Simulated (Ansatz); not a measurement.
**PbS (Galena): equation of state with SVWN5**

The system is PbS (Galena).

```
CELL_PARAMETERS angstrom
0.00000 2.96575 2.96575
2.96575 0.00000 2.96575
2.96575 2.96575 0.00000
ATOMIC_POSITIONS crystal
Pb 0.00000 0.00000 0.00000
S 0.50000 0.50000 0.50000
```

* Program: Ansatz 0.2.0
* Task: equation of state
* Functional: SVWN5
* Potentials or basis: Ansatz PAW
* Cutoff: 420 eV
* Density cutoff: 1680 eV
* k mesh: 8 × 8 × 8
* Occupations: fermi-dirac, width 0.05 eV
* Spin: no spin polarisation

```
Equilibrium volume                      : 24.93 Å³/atom
Bulk modulus                            : 64 GPa
Pressure derivative of the bulk modulus : 4.0
```

Energy against volume, from the lowest point:
```tsv
volume (Å³/atom)	energy (meV/atom)
24.521	1.23
25.042	0.00
25.564	3.00
26.086	9.84
26.607	20.13
27.129	33.52
27.651	49.69
```

All runs of the series together: 6.8 s on 2 threads of Arm Neoverse V1, with other jobs on the host.

The run has no spin-orbit coupling, so splittings on Pb are missing.
